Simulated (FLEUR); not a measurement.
## Ag: equation of state with LDA (Wigner correlation)

The system is Ag.

```
CELL_PARAMETERS angstrom
0.00000 2.04275 2.04275
2.04275 0.00000 2.04275
2.04275 2.04275 0.00000
ATOMIC_POSITIONS crystal
Ag 0.00000 0.00000 0.00000
```

```yaml
Program: FLEUR MaX-R8.1 (patched build s14)
Task: equation of state
Functional: LDA (Wigner correlation)
Potentials_or_basis: all-electron
Basis: FLAPW
Kmax: 3.8 1/bohr
k_mesh: 11 × 11 × 11
Occupations: fermi-dirac, width 0.05 eV
Spin: no spin polarisation
```

- Equilibrium volume: 16.45 Å³/atom
- Bulk modulus: 126 GPa
- Pressure derivative of the bulk modulus: 4.8 (rough: it moves with the points fitted)

Energy against volume, from the lowest point:
```tsv
volume (Å³/atom)	energy (meV/atom)
16.025	4.29
16.366	0.00
17.048	7.81
17.730	33.84
18.071	52.28
```

Zero-point motion and thermal expansion aren't in these numbers.
